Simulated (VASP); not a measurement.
Crystal: TiS2.

```
CELL_PARAMETERS angstrom
3.41200 0.00000 0.00000
-1.70600 2.95488 0.00000
0.00000 0.00000 5.69500
ATOMIC_POSITIONS crystal
Ti 0.00000 0.00000 0.00000
S 0.33333 0.66667 0.25000
S 0.66667 0.33333 0.75000
```

| Item | Value |
| --- | --- |
| Program | VASP 6.6.1 |
| Task | relaxation of cell and atoms |
| Functional | LDA |
| Potentials or basis | VASP PAW LDA potentials, release 64 (Ti_sv, S) |
| Cutoff | 600 eV |
| k mesh | 12 × 12 × 7 |
| Occupations | methfessel-paxton, width 0.1 eV |
| Spin | no spin polarisation |

At the start: pressure -6.2 GPa; volume 19.14 Å³/atom.

Where does the relaxation end?

Over 19 steps the energy falls by 29.8 meV/atom and the volume is 17.27 Å³/atom (-9.8 %); space group P-3m1 (No. 164, to 0.05 Å).

The path:
```
step  energy change (eV)  largest force (eV/Å)  pressure (GPa)  volume (Å³)
   1              0.0000                0.4244           -6.18        57.42
   2              0.0054                1.1526            7.24        51.50
   3             -0.0672                0.2950           -0.32        54.39
   4             -0.0672                0.3110           -0.19        54.33
   5             -0.0757                0.2033           -0.13        53.87
   6             -0.0785                0.0763           -0.04        53.35
   7             -0.0785                0.0905           -0.02        53.41
   8             -0.0813                0.0502           -0.34        53.27
   9             -0.0860                0.0764           -1.16        52.86
  10             -0.0873                0.0472           -0.87        52.64
  11             -0.0891                0.0393            0.03        51.97
  12             -0.0891                0.0427            0.07        51.94
  13             -0.0891                0.0450            0.10        51.92
  14             -0.0891                0.0371            0.09        51.88
  15             -0.0892                0.0136            0.07        51.76
  16             -0.0892                0.0036            0.03        51.80
  17             -0.0892                0.0136           -0.12        51.87
  18             -0.0893                0.0048           -0.09        51.83
  19             -0.0893                0.0005           -0.05        51.82
```

Final structure:
```
Ti S
1.0
     3.31437    0.00000    0.00000
    -1.65719    2.87033    0.00000
     0.00000    0.00000    5.44684
Ti S
1 2
Direct
  0.00000 0.00000 0.00000
  0.33333 0.66667 0.26122
  0.66667 0.33333 0.73878
```
